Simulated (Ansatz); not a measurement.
# Two Ansatz runs on F

The structure comes from a relaxation in the same program, started in the diamond type, and has space group Fd-3m. Whether it is a known phase or the ground state wasn't checked.

First run: DFT, PBE, PAW with Ansatz's default frozen-core files, scalar-relativistic (Ansatz 0.2.0).

Command: `ansatz run input.yaml --threads 1 --pin off --max-ram 2048MiB --backend cpu --events-out ev --progress --plain --runs-dir out` The run took about 12 s on 1 thread of a shared machine.

```yaml
crystal:
  lattice:
    - [0.0, 2.4370805668, 2.4370805668]
    - [2.4370805668, 0.0, 2.4370805668]
    - [2.4370805668, 2.4370805668, 0.0]
  atoms:
    - { symbol: F, position: [0.0, 0.0, 0.0] }
    - { symbol: F, position: [0.25, 0.25, 0.25] }
kpoints:
  mp_grid: { grid: [16, 16, 16] }
  band_path:
    path:
      - [0.0, 0.0, 0.0]
      - [0.5, 0.0, 0.5]
      - [0.625, 0.25, 0.625]
      - [0.375, 0.375, 0.75]
      - [0.0, 0.0, 0.0]
      - [0.5, 0.5, 0.5]
      - [0.5, 0.25, 0.75]
      - [0.5, 0.0, 0.5]
    npoints: 14
scf:
  occupations: { method: fermi_dirac, width: 0.05 }
hamiltonian:
  xc: pbe
  pseudopotentials: { kind: paw }
output:
  forces: true
  stress: true
  eigenvalues: true
  efg: { contact_densities: true }
  populations: true
  bader: true
  dos: { projected: true, de: 0.2, e_range: [-14, 8] }
  write_density: true
  write_potential: true
  elf: true
  volumetric_format: npy
```

Result: converged; pressure 0.00 GPa; no gap on the k mesh; 6 SCF iterations.

The input is then changed:

```diff
@@ -7,4 +7,5 @@
     - { symbol: F, position: [0.0, 0.0, 0.0] }
     - { symbol: F, position: [0.25, 0.25, 0.25] }
+  symmetry: { detect: false }
 kpoints:
   mp_grid: { grid: [16, 16, 16] }
@@ -21,5 +22,5 @@
     npoints: 14
 scf:
-  occupations: { method: fermi_dirac, width: 0.05 }
+  occupations: { method: cold, width: 0.15 }
 hamiltonian:
   xc: pbe
@@ -31,6 +32,4 @@
   efg: { contact_densities: true }
   populations: true
-  bader: true
-  dos: { projected: true, de: 0.2, e_range: [-14, 8] }
   write_density: true
   write_potential: true
```

Task: Predict the outcome of the changed run.

Result: It converged; pressure -0.16 GPa; no gap on the k mesh; 6 SCF iterations.
